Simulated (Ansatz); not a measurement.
**Localised basis functions on generalised stacking fault on (111) (glide set) of a GaP-AlP solid solution (72 atoms)**

Aim: test how closely localised support functions follow the reference on generalised stacking fault on (111) (glide set) of a GaP-AlP solid solution (72 atoms), and at what cost. A setting counts as converged where the r.m.s. difference of forces stays under 1 % of the r.m.s. force.

Main program and level: Ansatz 0.2.0; Kohn-Sham DFT, PBE, PAW (set soft_2), plane waves.

### Step 1. The structure

The cell holds 72 atoms: 18 Al, 36 P and 18 Ga. Cell: a = 6.683 Å, b = 11.576 Å, c = 20.062 Å, α = 90.0°, β = 72.2°, γ = 90.0°. It derives from GaP and AlP. Zinc-blende GaP lattice (a = 5.4569 Å, the value set for the mixture), cell with z along [111], 1 x 3 x 2 periods; the third cell vector is tilted by 0.917 of 1/2[11-2] and lengthened by 0.2 Å, so the cell holds one fault (glide set); displaced by a Gaussian of 0.01 Å; 18 of 36 Ga sites given to Al at random (lattice constant by Vegard's rule between GaP and AlP).

Before any run, some limits are plain. The host structure and its lattice constant were typed by rule, without a check against the phase diagram.

### Step 2. Plane-wave single point

The first run fixes the reference, at a cutoff of 420 eV.

Contents of input.yaml:

```yaml
crystal:
  lattice:
    - [6.68331, 0.0, 0.0]
    - [0.0, 11.57583, 0.0]
    - [6.12639, 0.0, 19.10326]
  atoms:
    - { symbol: Al, position: [0.48168, 0.16469, 0.0197] }
    - { symbol: P, position: [0.37145, 0.16679, 0.14378] }
    - { symbol: Ga, position: [0.66176, 0.16707, 0.18567] }
    - { symbol: P, position: [0.55235, 0.16841, 0.30947] }
    - { symbol: Ga, position: [0.98245, 0.00086, 0.0202] }
    - { symbol: P, position: [0.86293, 0.99994, 0.14529] }
    - { symbol: Al, position: [0.16432, 0.00026, 0.18533] }
    - { symbol: P, position: [0.04926, 0.99992, 0.30897] }
    - { symbol: Ga, position: [0.34331, 0.00057, 0.35109] }
    - { symbol: P, position: [0.23121, 0.99819, 0.47508] }
    - { symbol: Al, position: [0.48089, 0.50025, 0.01993] }
    - { symbol: P, position: [0.36771, 0.50019, 0.14412] }
    - { symbol: Ga, position: [0.66145, 0.49929, 0.18554] }
    - { symbol: P, position: [0.55078, 0.49907, 0.30821] }
    - { symbol: Al, position: [0.98192, 0.33292, 0.0212] }
    - { symbol: P, position: [0.86646, 0.3325, 0.14419] }
    - { symbol: Ga, position: [0.16325, 0.33346, 0.18511] }
    - { symbol: P, position: [0.05007, 0.33304, 0.30974] }
    - { symbol: Al, position: [0.34578, 0.33354, 0.34983] }
    - { symbol: P, position: [0.23557, 0.33383, 0.47335] }
    - { symbol: Ga, position: [0.84686, 0.16518, 0.34972] }
    - { symbol: P, position: [0.73296, 0.16589, 0.47316] }
    - { symbol: Ga, position: [0.0256, 0.16698, 0.51505] }
    - { symbol: P, position: [0.91337, 0.16713, 0.63881] }
    - { symbol: Al, position: [0.21182, 0.16577, 0.67972] }
    - { symbol: P, position: [0.09423, 0.16812, 0.80432] }
    - { symbol: Ga, position: [0.52747, 0.99898, 0.51551] }
    - { symbol: P, position: [0.41377, 0.00038, 0.63795] }
    - { symbol: Al, position: [0.71043, 0.99979, 0.68001] }
    - { symbol: P, position: [0.59707, 0.99964, 0.80309] }
    - { symbol: Ga, position: [0.89286, 0.00029, 0.84556] }
    - { symbol: P, position: [0.77868, 0.99913, 0.9693] }
    - { symbol: Ga, position: [0.4808, 0.83227, 0.02075] }
    - { symbol: P, position: [0.36741, 0.83227, 0.14452] }
    - { symbol: Al, position: [0.66449, 0.834, 0.18553] }
    - { symbol: P, position: [0.54864, 0.83366, 0.3098] }
    - { symbol: Ga, position: [0.98072, 0.66708, 0.0211] }
    - { symbol: P, position: [0.86809, 0.66769, 0.14438] }
    - { symbol: Al, position: [0.16129, 0.66656, 0.18487] }
    - { symbol: P, position: [0.05022, 0.66552, 0.30996] }
    - { symbol: Al, position: [0.34933, 0.66677, 0.35088] }
    - { symbol: P, position: [0.23221, 0.66695, 0.47434] }
    - { symbol: Ga, position: [0.84786, 0.4993, 0.34953] }
    - { symbol: P, position: [0.73136, 0.49988, 0.47545] }
    - { symbol: Al, position: [0.0259, 0.49997, 0.51595] }
    - { symbol: P, position: [0.91416, 0.50024, 0.63909] }
    - { symbol: Al, position: [0.2087, 0.49908, 0.68094] }
    - { symbol: P, position: [0.0956, 0.50033, 0.80384] }
    - { symbol: Al, position: [0.52783, 0.33394, 0.51502] }
    - { symbol: P, position: [0.41431, 0.3328, 0.63998] }
    - { symbol: Al, position: [0.71059, 0.33503, 0.67968] }
    - { symbol: P, position: [0.59639, 0.33295, 0.80581] }
    - { symbol: Ga, position: [0.8904, 0.3315, 0.84581] }
    - { symbol: P, position: [0.78149, 0.33201, 0.96894] }
    - { symbol: Al, position: [0.39026, 0.16751, 0.84539] }
    - { symbol: P, position: [0.27806, 0.16751, 0.96848] }
    - { symbol: Al, position: [0.84207, 0.83139, 0.35079] }
    - { symbol: P, position: [0.7322, 0.83433, 0.47359] }
    - { symbol: Al, position: [0.0253, 0.83207, 0.51549] }
    - { symbol: P, position: [0.9124, 0.83381, 0.63928] }
    - { symbol: Ga, position: [0.20737, 0.83262, 0.68084] }
    - { symbol: P, position: [0.09456, 0.83534, 0.80375] }
    - { symbol: Ga, position: [0.52442, 0.66741, 0.51579] }
    - { symbol: P, position: [0.41493, 0.66631, 0.6391] }
    - { symbol: Ga, position: [0.71269, 0.66597, 0.67865] }
    - { symbol: P, position: [0.59452, 0.66618, 0.8038] }
    - { symbol: Ga, position: [0.89284, 0.66634, 0.84504] }
    - { symbol: P, position: [0.77994, 0.66693, 0.96825] }
    - { symbol: Ga, position: [0.39243, 0.50025, 0.84606] }
    - { symbol: P, position: [0.27578, 0.49922, 0.97104] }
    - { symbol: Al, position: [0.39571, 0.83486, 0.84413] }
    - { symbol: P, position: [0.27748, 0.83301, 0.96964] }
kpoints:
  mp_grid: { grid: [2, 1, 1] }
hamiltonian:
  xc: pbe
scf:
  occupations: { method: gaussian, width: 0.05 }
output:
  forces: true
  stress: true
  populations: intrinsic
  dos:
    method: { smearing: { sigma: 0.08 } }
    de: 0.1
    projected: { site_lists: { Al: [Al], Ga: [Ga], P: [P] } }
  eigenvalues: true
  write_density: true
  write_potential: true
  volumetric_format: npy
```

Launch:

```bash
$ ansatz run input.yaml --threads 4 --pin off --max-ram 8192MiB --backend cpu --events-out ev --progress --plain --runs-dir out
```

Numbers of over 12 decimals in the logs are rounded to 6 here.

The program printed:

```text
Engine: ansatz 0.2.0, x86_64-unknown-linux-gnu
Pseudopotentials: kind: paw
Pseudopotential: Al, paw, valence charge 3, recommended cutoff 420 eV (normal), Al.paw.azcp
Pseudopotential: P, paw, valence charge 5, recommended cutoff 420 eV (normal), P.paw.azcp
Pseudopotential: Ga, paw, valence charge 13, recommended cutoff 420 eV (normal), Ga.paw.azcp
[... 5 lines on functional and potentials left out ...]
Crystal: 72 atoms, lattice volume = 1477.921 Å³
Basis set: ecut = 420 eV, 28917 PW (Γ), exchange–correlation on 90×160×270 points (8 copies of the dense FFT grid, shifted against one another)
Bands: 306, of which v1, the nominal top of the filled ones, is band 234 counted from 1 (233 counted from 0)
Symmetry: 1 space group operations
Space group: P1 (ITA 1), of the structure as read, at distance tolerance 1.1e-4 Å
k-points: 2
[... 7 lines on functional and potentials left out ...]
Initial density: superposition of atomic densities (neutral atoms: chi_scale 0, normalization atom), corrected by the library's trained network
Initial wavefunctions: pseudopotential atomic-orbital guess
Functional: x = pbe(κ = 0.804, μ = 0.219515), c = pbe(β = 0.066725)
SCF iter   1: F=—  HF=-104998.012311 eV  |F-HF|=—  |Δ(HF+E_count)|=         —  Δρ=2.05e-3  dr2=2.28e-1  ethr=1.77e-3  ⟨swp⟩=8.0  Hψ=2924  notcnv=0  defer=46
preconditioner: auto → Resta (q_TF=auto, 2.252 Å⁻¹)  ε∞=4.0  [insulator: Δε(μ)=0.826 eV  Ē_g=12.108 eV  σ=0.050 eV  W_gap=1.00  n_scr=288 (ndim 8)  ℏωp=20.9 eV  f_vac=0.000  D(μ)=0.00/eV (n_scr^D=0)  ε∞_Penn≈4.0]
SCF iter   2: F=—  HF=-104998.004756 eV  |F-HF|=—  |Δ(HF+E_count)|=   7.55e-3  Δρ=1.21e-3  dr2=2.43e-2  ethr=4.87e-5  ⟨swp⟩=2.5  Hψ=1178  notcnv=0  defer=93
SCF iter   3: F=—  HF=-104998.003164 eV  |F-HF|=—  |Δ(HF+E_count)|=   1.59e-3  Δρ=6.19e-4  dr2=6.49e-3  ethr=5.20e-6  ⟨swp⟩=2.0  Hψ=617  notcnv=0  defer=93
SCF iter   4: F=—  HF=-104998.003702 eV  |F-HF|=—  |Δ(HF+E_count)|=   5.38e-4  Δρ=1.23e-4  dr2=5.74e-4  ethr=1.39e-6  ⟨swp⟩=2.0  Hψ=817  notcnv=0  defer=93
SCF iter   5: F=—  HF=-104998.003676 eV  |F-HF|=—  |Δ(HF+E_count)|=   2.59e-5  Δρ=5.84e-5  dr2=6.81e-5  ethr=1.23e-7  ⟨swp⟩=2.5  Hψ=948  notcnv=0  defer=93
SCF iter   6: F=—  HF=-104998.003525 eV  |F-HF|=—  |Δ(HF+E_count)|=   1.51e-4  Δρ=1.79e-5  dr2=6.46e-6  ethr=1.46e-8  ⟨swp⟩=2.0  Hψ=945  notcnv=0  defer=93
SCF iter   7: F=—  HF=-104998.003529 eV  |F-HF|=—  |Δ(HF+E_count)|=   4.08e-6  Δρ=6.13e-6  dr2=1.17e-6  ethr=1.38e-9  ⟨swp⟩=2.0  Hψ=1015  notcnv=0  defer=96
SCF iter   8: F=—  HF=-104998.003530 eV  |F-HF|=—  |Δ(HF+E_count)|=   7.19e-7  Δρ=2.46e-6  dr2=2.09e-7  ethr=2.51e-10  ⟨swp⟩=2.0  Hψ=939  notcnv=0  defer=96
SCF iter   9: F=-104998.003530 eV  HF=-104998.003530 eV  |F-HF|=5.17e-9  |Δ(HF+E_count)|=   3.26e-8  Δρ=9.40e-7  dr2=2.44e-8  ethr=2.14e-11  ⟨swp⟩=20.5  Hψ=5422  notcnv=0
SCF 1 converged in 9 iterations: F = -104998.003530 eV  dr2 = 2.44e-8
  greatest PAW one-centre occupation: 0.995 electrons in one spin orbital (limit 2), on the Ga atom at site 36 (counted from 0), in its partial waves of l = 2
SCF converged after 9 iterations
Free energy (F): -104998.003530 eV
Harris-Foulkes:  -104998.003530 eV  (|F-HF|=5.17e-9)
Internal energy: -104998.003530 eV  (E = F + TS)
E sigma→0 (E₀):  -104998.003530 eV
Fermi energy:    7.213255 eV
--- Per-component energies (eV) ---
  E_band       = -1171.439317
  E_kinetic    = 5057.634870
  E_local      = -48401.711322  (includes V_loc(G=0)·N_el)
  E_nonlocal   = 9070.562147
  E_hartree    = 22308.059783
  E_xc         = -4184.125484
  E_vxc        = -3765.916500  (∫ρ·V_xc dr)
  E_paw        = -64717.351822  (= ΣΔE_a)
  E_vpaw       = -7748.138034  (= ΣTr[D̂ρ^β])
  E_aug_tail   = -0.001911  (compensation charges beyond the density's cutoff)
  E_ewald      = -24131.069793
  E_smearing   = -0.000000  (= −TS)
  E_closure    = -0.000000  (closes the sum)
  Σ components = -104998.003530   (vs F -104998.003530, Δ=0.00e0)
--- Forces (eV/Å), atoms counted from 1 ---
  atom   1  Al     7.47997581    -0.07265996     2.44109326
  atom   2  P     -0.19398362    -0.03474350    -0.16906893
  atom   3  Ga     0.03385965    -0.02951049     0.16206801
  atom   4  P     -0.22479366    -0.26806202    -0.09025346
  atom   5  Ga     7.15705516     0.01239493     2.67963312
  atom   6  P      0.57315048     0.13184671    -0.36733887
  atom   7  Al    -0.12549792     0.02155368    -0.05858779
  atom   8  P      0.04067838    -0.26394322    -0.08377507
  atom   9  Ga     0.05400998     0.13359614     0.08157269
  atom  10  P     -0.08895930     0.20154692    -0.12988859
  atom  11  Al     8.34852760     0.02341402     2.80495541
  atom  12  P      0.04751610     0.02858015    -0.20879870
  atom  13  Ga     0.04332424     0.08981192    -0.11674729
  atom  14  P      0.06063432     0.15582418     0.18527996
[...]
atom  71  Al    -0.22828714    -0.18716207     0.37824519
  atom  72  P     -7.37842858     0.06370790    -2.78156137
  max |Σ_I F_I| component: 4.02e-5 eV/Å
--- Stress (GPa, compression-positive) ---
        7.154713      -0.036035       4.959736
       -0.036034       2.825964       0.035868
        4.959760       0.035868       2.666956
  P = ⅓ Tr σ = 4.2159 GPa (42.159 kbar)
--- Band table (eV) ---
  k-point 0: bands = ["-8.9588", "-8.9367", "-8.9239", "-8.6314", [... 290 levels ...], "10.6944", "10.7058", "10.7134", "10.7362", "10.7469", "10.7564", "10.7859", "10.7946", "10.8190", "10.8444", "10.8541", "10.9462"]
  k-point 1: bands = ["-8.9581", "-8.9369", "-8.9248", "-8.6332", [... 290 levels ...], "10.8154", "10.8276", "10.8599", "10.8808", "10.8960", "10.9295", "10.9455", "10.9986", "11.0838", "11.1232", "11.1382", "11.1906"]
--- intrinsic populations: 72 sites ---
  site symbol       q [e]
     0     Al      2.5663
     1      P      5.2045
     2     Ga     12.9625
[...]
71      P      5.1748
  spilling = 0.000000 (of n_electrons = 468.000000)
```

It took 22 s on 4 threads of Intel Xeon 6975P-C (Granite Rapids), shared host; peak memory 4.5 GiB.

Read from the output:

| Quantity | Value |
| --- | --- |
| free energy | -104998.0035 eV |
| free energy per atom | -1458.3056 eV/atom |
| SCF cycles | 9 |
| pressure | 4.216 GPa |
| r.m.s. force component | 1.871 eV/Å |
| longest force | 8.814 eV/Å |
| Fermi energy | 7.213 eV |
| gap (highest filled to lowest empty level) | 0.6671 eV |

The r.m.s. force component of 1.9 eV/Å and the pressure of 4.2 GPa set the scale for the differences below.

### Step 3. Support functions medium

With localised support functions most steps grow linearly with size, though the diagonalisation grows faster unless the density matrix is cut; this run measures error and cost at this size. The level medium gives here a grid of 30×54×90 points and a radius of 4.09 Å.

This step: Kohn-Sham DFT, PBE, PAW (set soft_2), localised support functions (medium) (Ansatz 0.2.0).

input.yaml, the sections that differ from step 2:

```yaml
scf:
  occupations: { method: gaussian, width: 0.05 }
  eigensolver: { kind: { support_functions: { accuracy: medium } } }
  mixing: { beta: 0.4 }
  max_iter: 150
output:
  forces: true
# crystal, kpoints, hamiltonian: as in step 2
```

The program printed:

```text
Warning: scf.eigensolver.kind.support_functions: disabling space-group detection — the functions' gradient is summed over unrotated k-points, so no spatial operation reduces the k-mesh or symmetrises the density; time reversal is kept, so that k and −k are solved as one point where they differ and the mesh holds both, and exact exchange and, on two spinor components, a DFT+U term hold to it where the run has them: [...]
settings of this run that can trade accuracy for cost: scf.eigensolver.kind.support_functions [...]
[...]
Crystal: 72 atoms, lattice volume = 1477.921 Å³
Basis set: ecut = 420 eV, 28917 PW (Γ), exchange–correlation on 90×160×270 points (8 copies of the dense FFT grid, shifted against one another)
Bands: 281, of which v1, the nominal top of the filled ones, is band 234 counted from 1 (233 counted from 0)
Symmetry: 1 space group operations
k-points: 2
[...]
Eigensolver: Support functions (medium, 30×54×90 points, laid for a spacing of at most 0.228497 Å, radius 4.085774 Å, 2 species' potentials softened for the grid, 3 wholly corrected for its errors in the mean over positions, 3 with the egg-box correction, energy correction by stochastic trace)
[...]
SCF iter   1: F=—  HF=-104973.140230 eV  |F-HF|=—  |Δ(HF+E_count)|=         —  Δρ=3.79e-2  dr2=2.23e1  ethr=1.00e-1
[...]
SCF iter  11: F=—  HF=-104998.027979 eV  |F-HF|=—  |Δ(HF+E_count)|=   1.96e-3  Δρ=2.10e-5  dr2=1.11e-5  ethr=8.58e-9  κ⁻¹=6.9e-8(r=7)
SCF iter  12: F=-104998.029655 eV  HF=-104998.029655 eV  |F-HF|=5.80e-8  |Δ(HF+E_count)|=   1.68e-3  Δρ=8.35e-6  dr2=1.22e-6  ethr=2.37e-9
SCF 1 converged in 12 iterations: F = -104998.066465 eV  dr2 = 1.22e-6
[...]
SCF converged after 12 iterations
Stability not checked: this state was not tested for a lower state beside it, because the mixer in use, unlike msr1, does not test its closes by its own steps (another_mixer; see scf.mixing.algorithm and scf.lower_state_search)
Free energy (F): -104998.066465 eV
[...]
Internal energy: -104998.066465 eV  (E = F + TS)
E sigma→0 (E₀):  -104998.066465 eV
Fermi energy:    7.213446 eV
[...]
Σ components = -104998.066465   (vs F -104998.066465, Δ=0.00e0)
--- Forces (eV/Å), atoms counted from 1 ---
  atom   1  Al     7.47962017    -0.07232947     2.44036936
  atom   2  P     -0.19431437    -0.03491498    -0.16996976
  atom   3  Ga     0.03374766    -0.02936312     0.16207405
  atom   4  P     -0.22484152    -0.26752282    -0.08978677
[...]
atom  72  P     -7.37843131     0.06371767    -2.78161409
  max |Σ_I F_I| component: 5.34e-3 eV/Å
--- Band table (eV) ---
[...]
guard bands above this table: 40 of the run's 281 bands (output.publish_guard_bands: true publishes all)
[...]
```

Run time: 57 s. Hardware: 4 threads; peak memory 2.8 GiB.

The program notes that the band table was not solved further than the SCF left it and it switched symmetry off.

Keys that differ from the reference: support_functions.accuracy = "medium", scf.max_iter = 150 and scf.mixing.beta = 0.4.

Forces differ from the reference by 0.41 meV/Å r.m.s., 0.022 % of their size, well within a tolerance of 1 %; the energy by -0.87 meV/atom. It took 57 s and 12 cycles; the reference's time can't be set against it, since the two runs asked for unlike analyses. The two runs also began from different starting densities, which bears on cycles and time.

### Step 4. Support functions low

The level low is asked for. Here it resolves to the same grid and radius as in the run with support functions medium, so the basis is not new.

This step: Kohn-Sham DFT, PBE, PAW (set soft_2), localised support functions (low) (Ansatz 0.2.0).

input.yaml, the sections that differ from step 3:

```yaml
scf:
  occupations: { method: gaussian, width: 0.05 }
  eigensolver: { kind: { support_functions: { accuracy: low } } }
  mixing: { beta: 0.4 }
  max_iter: 150
# crystal, kpoints, hamiltonian, output: as in step 3
```

The program printed:

```text
[...]
Crystal: 72 atoms, lattice volume = 1477.921 Å³
Basis set: ecut = 420 eV, 28917 PW (Γ), exchange–correlation on 90×160×270 points (8 copies of the dense FFT grid, shifted against one another)
Bands: 281, of which v1, the nominal top of the filled ones, is band 234 counted from 1 (233 counted from 0)
Symmetry: 1 space group operations
k-points: 2
[...]
Eigensolver: Support functions (low, 30×54×90 points, laid for a spacing of at most 0.228497 Å, radius 4.085774 Å, 2 species' potentials softened for the grid, 3 wholly corrected for its errors in the mean over positions, 3 with the egg-box correction, energy correction by stochastic trace)
[...]
SCF iter   1: F=—  HF=-104973.140230 eV  |F-HF|=—  |Δ(HF+E_count)|=         —  Δρ=3.79e-2  dr2=2.23e1  ethr=1.00e-1
[...]
SCF iter  10: F=—  HF=-104998.026017 eV  |F-HF|=—  |Δ(HF+E_count)|=   2.39e-3  Δρ=4.15e-5  dr2=4.02e-5  ethr=8.13e-8  κ⁻¹=4.3e-8(r=7)
SCF iter  11: F=-104998.027984 eV  HF=-104998.027979 eV  |F-HF|=4.64e-6  |Δ(HF+E_count)|=   1.96e-3  Δρ=2.10e-5  dr2=1.11e-5  ethr=8.58e-9
SCF 1 converged in 11 iterations: F = -104998.066513 eV  dr2 = 1.11e-5
[...]
SCF converged after 11 iterations
[...]
Free energy (F): -104998.066513 eV
[...]
Internal energy: -104998.066513 eV  (E = F + TS)
E sigma→0 (E₀):  -104998.066513 eV
Fermi energy:    7.213194 eV
[...]
Σ components = -104998.066513   (vs F -104998.066513, Δ=0.00e0)
--- Forces (eV/Å), atoms counted from 1 ---
  atom   1  Al     7.48024756    -0.07226608     2.44062504
  atom   2  P     -0.19420129    -0.03479517    -0.16969604
  atom   3  Ga     0.03367585    -0.02937690     0.16186401
  atom   4  P     -0.22478983    -0.26761842    -0.08966768
[...]
atom  72  P     -7.37861364     0.06373372    -2.78156467
  max |Σ_I F_I| component: 5.49e-3 eV/Å
--- Band table (eV) ---
[...]
```

Run time: 49 s. Hardware: 4 threads; peak memory 2.8 GiB; 3.1 min of CPU time.

Keys that differ from the reference: support_functions.accuracy = "low", scf.max_iter = 150 and scf.mixing.beta = 0.4.

Forces differ from the reference by 0.36 meV/Å r.m.s., 0.019 % of their size, well within a tolerance of 1 %; the energy by -0.87 meV/atom. It took 49 s and 11 cycles; the reference's time can't be set against it, since the two runs asked for unlike analyses. The two runs also began from different starting densities, which bears on cycles and time.

(Continued in part 2 of 3.)

[Logs are printed without paths, hosts, clocks, repeated set-up lines and the standing remarks that a program may print on its own settings, such as how far it seeks lower states.]

[Hosts, paths, dates, database ids (printed as entryN), source tags and the programs' standing remarks are cut or masked in the printed files.]
